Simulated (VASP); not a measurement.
# Hf (Im-3m) in VASP: further runs

One crystal, Hf, is run at these levels: r2SCAN; tasks: single point.

Everything below comes from runs of VASP 6.6.1. Logs are shortened: lines on timing, memory, paths and dates and some standing lists are left out, and cuts for length are marked.

**1. Starting point**

The structure is cubic, space group Im-3m (No. 229). Conventional cell: a = 3.610 Å, b = 3.610 Å, c = 3.610 Å, α = 90.00°, β = 90.00°, γ = 90.00°. Hf (site symmetry m-3m) has 8 Hf at 3.13 Å as nearest neighbours.

This isn't the form of Hf at room conditions, which is hcp.

**2. Single point, r2SCAN**

Contents of INCAR:

```
SYSTEM = Hf
ADDGRID = .False.
ALGO = Normal
EDIFF = 1E-7
ENCUT = 500
ISIF = 2
ISMEAR = 1
LASPH = .True.
LCHARG = .False.
LMIXTAU = .True.
LREAL = .False.
LWAVE = .False.
METAGGA = R2SCAN
NELM = 100
PREC = Accurate
SIGMA = 0.15
```

Contents of KPOINTS:

```
k-points
0
Gamma
  16 16 16
  0 0 0
```

Contents of POSCAR:

```
Hf
1.0
   -1.8050000000      1.8050000000      1.8050000000
    1.8050000000     -1.8050000000      1.8050000000
    1.8050000000      1.8050000000     -1.8050000000
Hf
1
Direct
    0.0000000000      0.0000000000      0.0000000000
```

Potentials or basis: VASP PAW PBE potentials, release 64 (Hf).

On the command line:

```console
cat potpaw_PBE.64/Hf/POTCAR > POTCAR
mpirun -np 1 vasp_std > vasp.out
```

OUTCAR:

```text
SYSTEM = Hf
   EDIFF = 1E-7
   ENCUT = 500
   ISIF = 2
   ISMEAR = 1
   LASPH = .True.
   LREAL = .False.
   METAGGA = R2SCAN
   NELM = 100
   PREC = Accurate

 Found    145 irreducible k-points:

 Following reciprocal coordinates:
            Coordinates               Weight
  0.000000  0.000000  0.000000      1.000000
  0.062500  0.000000  0.000000     12.000000
  0.125000  0.000000  0.000000     12.000000
  0.187500  0.000000  0.000000     12.000000
  0.250000  0.000000  0.000000     12.000000
  0.312500  0.000000  0.000000     12.000000
   k-points           NKPTS =    145   k-points in BZ     NKDIM =    145   number of bands    NBANDS=      6
   number of dos      NEDOS =    301   number of ions     NIONS =      1
   total plane-waves  NPLWV =  13824
   dimension x,y,z NGX =    24 NGY =   24 NGZ =   24
   dimension x,y,z NGXF=    48 NGYF=   48 NGZF=   48
   ions per type =               1
   NGX,Y,Z   is equivalent  to a cutoff of  12.76, 12.76, 12.76 a.u.
   NGXF,Y,Z  is equivalent  to a cutoff of  25.52, 25.52, 25.52 a.u.
 SYSTEM =  Hf
   PREC   = accura    normal or accurate (medium, high low for compatibility)
   ISTART =      0    job   : 0-new  1-cont  2-samecut
   ICHARG =      2    charge: 1-file 2-atom 10-const
   ISPIN  =      1    spin polarized calculation?
   LNONCOLLINEAR =      F non collinear calculations
   LSORBIT =      F    spin-orbit coupling
   LASPH  =      T    aspherical Exc in radial PAW
   ENCUT  =  500.0 eV  36.75 Ry    6.06 a.u.   5.70  5.70  5.70*2*pi/ulx,y,z
   NELM   =    100;   NELMIN=  2; NELMDL= -5     # of ELM steps
   EDIFF  = 0.1E-06   stopping-criterion for ELM
   LREAL  =      F    real-space projection
[... 7 lines left out ...]
   TEBEG  =    0.0;   TEEND  =   0.0 temperature during run
   PSTRESS=    0.0 pullay stress
   NELECT =       4.0000    total number of electrons
   NUPDOWN=      -1.0000    fix difference up-down
   EMIN   =  10.00;   EMAX   =-10.00  energy-range for DOS
   EFERMI =   0.00;   METHOD = LEGACY
   ISMEAR =     1;   SIGMA  =   0.15  broadening in eV -4-tet -1-fermi 0-gaus
   EFERMI_NEDOS =   21; number of points for ismear=-14 and -15
   IALGO  =     38    algorithm
   IMIX   =      4    mixing-type and parameters
     AMIX     =   0.40;   BMIX     =  1.00
     AMIX_MAG =   1.60;   BMIX_MAG =  1.00
  volume/ion in A,a.u.               =      23.52       158.74
  Fermi-wavevector in a.u.,A,eV,Ry     =   0.906980  1.713943 11.192321  0.822612
  Thomas-Fermi vector in A             =   2.030732
   LORBIT       =      0    0 simple, 1 ext, 2 COOP (PROOUT), +10 PAW based schemes
   METAGGA = R2SCAN    functional components
   LHFCALC =     F    Hartree Fock is set to
   AEXX    =    0.0000 exact exchange contribution
   IVDW    =     0    specifies the selected vdW correction
   LEPSILON=     F    determine dielectric tensor
   LRPA    =     F    only Hartree local field effects (RPA)
 non-spin polarized calculation
 Methfessel and Paxton  Order N= 1 SIGMA  =   0.15
  energy-cutoff  :      500.00
  volume of cell :       23.52
 maximum number of plane-waves:       616
   NGX = 11   NGY = 11   NGZ = 11

 number of electron       4.0000000 magnetization

 Free energy of the ion-electron system (eV)
  ---------------------------------------------------
  ext. energy  EPLUGINS =         0.00000000
  ---------------------------------------------------
  free energy    TOTEN  =       -44.86813109 eV

  energy without entropy =      -44.86819120  energy(sigma->0) =      -44.86815112

 E-fermi :   4.4177     XC(G=0): -11.4421

 val. band max:        4.4068880149   @ k =   0.1250   0.1250   0.1250
 cond. band min:       4.4201941832   @ k =   0.2500   0.2500   0.0000
 fundamental gap:      0.0133061683
 Fermi energy:         4.4177420222

 k-point     1 :       0.0000    0.0000    0.0000
  band No.  band energies     occupation
      1      -2.7584      2.00000
      2       6.0972     -0.00000
      3       6.0972     -0.00000
      4       6.0972     -0.00000
      5       8.7476      0.00000
      6       8.7476      0.00000

 k-point     2 :       0.0625    0.0000    0.0000
  band No.  band energies     occupation
      1      -2.6185      2.00000
      2       5.9958     -0.00000
      3       6.0554     -0.00000
      4       6.2330     -0.00000
      5       8.5871      0.00000
      6       8.7457      0.00000

 k-point     3 :       0.1250    0.0000    0.0000
  band No.  band energies     occupation
      1      -2.2107      2.00000
      2       5.7233     -0.00000
      3       5.8776     -0.00000
      4       6.6358     -0.00000
      5       8.2916      0.00000
      6       8.7516      0.00000

 k-point     4 :       0.1875    0.0000    0.0000
  band No.  band energies     occupation
      1      -1.5738      2.00000
      2       5.3526     -0.00000
      3       5.4999     -0.00000
      4       7.2909     -0.00000
      5       8.1651      0.00000
      6       8.7912      0.00000

 k-point     5 :       0.2500    0.0000    0.0000
  band No.  band energies     occupation
      1      -0.7829      2.00000
      2       4.9598     -0.00000
      3       5.0363     -0.00000
      4       8.1706      0.00000
      5       8.2672      0.00000
      6       8.8891      0.00000

 k-point     6 :       0.3125    0.0000    0.0000
  band No.  band energies     occupation
      1       0.0304      2.00000
      2       4.6047     -0.07077
      3       4.7110     -0.01843
      4       8.4706      0.00000
      5       9.0524      0.00000
      6       9.2257      0.00000

 [... further k-points ...]
[... 5 lines left out ...]
  --------------------------------------------------------------------------------------
  -------------------------------------------------------------------------------------
  Total       -1.1515020     -1.1515020     -1.1515020      0.0000000      0.0000000      0.0000000
  in kB      -78.4302640    -78.4302640    -78.4302640      0.0000000      0.0000000      0.0000000
  external PRESSURE =     -78.4302640 kB  Pullay stress =       0.0000000 kB

 VOLUME and BASIS-vectors are now :
 -----------------------------------------------------------------------------
  energy-cutoff  :      500.00
  volume of cell :       23.52
      direct lattice vectors                 reciprocal lattice vectors
    -1.805000000  1.805000000  1.805000000     0.000000000  0.277008310  0.277008310
     1.805000000 -1.805000000  1.805000000     0.277008310  0.000000000  0.277008310
     1.805000000  1.805000000 -1.805000000     0.277008310  0.277008310  0.000000000

 POSITION                                       TOTAL-FORCE (eV/Angst)
 -----------------------------------------------------------------------------------
      0.00000      0.00000      0.00000        -0.000000      0.000000      0.000000
 -----------------------------------------------------------------------------------
    total drift:                                0.000000      0.000000      0.000000

  FREE ENERGIE OF THE ION-ELECTRON SYSTEM (eV)
  ---------------------------------------------------
  free  energy   TOTEN  =       -44.8681310852 eV

  energy  without entropy=      -44.8681912021  energy(sigma->0) =      -44.86815112
```

Run time: 74 s. Hardware: 1 thread of Intel Xeon Platinum 8488C (Sapphire Rapids), shared host; peak memory 0.15 GiB.

These settings aren't checked as converged: the numbers below hold their error.

Results:

| Quantity | Value |
| --- | --- |
| Free energy | -44.8681 eV |
| Pressure | -7.8 GPa |
| Band gap on the k mesh | none (metal or under the smearing width) |

Caveat: the PAW data sets were made with another functional, which shifts forces and pressure a little.

**3. Single point, r2SCAN**

INCAR: that of step 2 with these lines changed.

```diff
@@ -14,3 +14,3 @@
 NELM = 100
-PREC = Accurate
+PREC = Low
 SIGMA = 0.15
```

KPOINTS is that of step 2.

POSCAR is that of step 2.

Potentials or basis: VASP PAW PBE potentials, release 64 (Hf).

On the command line:

```console
cat potpaw_PBE.64/Hf/POTCAR > POTCAR
mpirun -np 1 vasp_std > vasp.out
```

It took 46 s on 1 thread of Intel Xeon Platinum 8488C (Sapphire Rapids), shared host; peak memory 0.12 GiB.

These settings aren't checked as converged: the numbers below hold their error.

What came out:

```
Free energy            : -44.8686 eV
Pressure               : -7.8 GPa
Band gap on the k mesh : none (metal or under the smearing width)
```

Caveat: the PAW data sets were made with another functional, which shifts forces and pressure a little.

**4. Single point, r2SCAN**

INCAR: that of step 3 with these lines changed.

```diff
@@ -14,3 +14,3 @@
 NELM = 100
-PREC = Low
+PREC = Normal
 SIGMA = 0.15
```

KPOINTS is that of step 3.

POSCAR is that of step 3.

On the command line:

```console
cat potpaw_PBE.64/Hf/POTCAR > POTCAR
mpirun -np 1 vasp_std > vasp.out
```

Wall time 50 s (1 thread of Intel Xeon Platinum 8488C (Sapphire Rapids), shared host); peak memory 0.13 GiB.

The run converged, but some of its settings lie outside the range that counts as converged, so its numbers aren't taken as properties of the crystal.

Results:

| Quantity | Value |
| --- | --- |
| Free energy | -44.8681 eV |
| Pressure | -7.8 GPa |
| Band gap on the k mesh | none (metal or under the smearing width) |

Caveat: the PAW data sets were made with another functional, which shifts forces and pressure a little.

**5. Single point, r2SCAN**

INCAR: that of step 4 with these lines changed.

```diff
@@ -10,3 +10,3 @@
 LMIXTAU = .True.
-LREAL = .False.
+LREAL = Auto
 LWAVE = .False.
@@ -14,3 +14,3 @@
 NELM = 100
-PREC = Normal
+PREC = Accurate
 SIGMA = 0.15
```

KPOINTS is that of step 4.

POSCAR is that of step 4.

On the command line:

```console
cat potpaw_PBE.64/Hf/POTCAR > POTCAR
mpirun -np 1 vasp_std > vasp.out
```

It took 2 min on 1 thread of Intel Xeon Platinum 8488C (Sapphire Rapids), shared host; peak memory 0.15 GiB.

The run converged, but some of its settings lie outside the range that counts as converged, so its numbers aren't taken as properties of the crystal.

Results:

```
Free energy            : -44.8687 eV
Pressure               : -7.8 GPa
Band gap on the k mesh : none (metal or under the smearing width)
```

Caveat: the PAW data sets were made with another functional, which shifts forces and pressure a little.

**6. For comparison**

An earlier run on the cell as given: functional PBE; potentials or basis VASP PAW PBE potentials, release 64 (Hf_pv); cutoff 520 eV; k mesh 10 × 10 × 10; occupations fermi-dirac, width 0.05 eV; no spin polarisation.

* Pressure: -5.3 GPa
* Band gap on the k mesh: none (metal or under the smearing width)
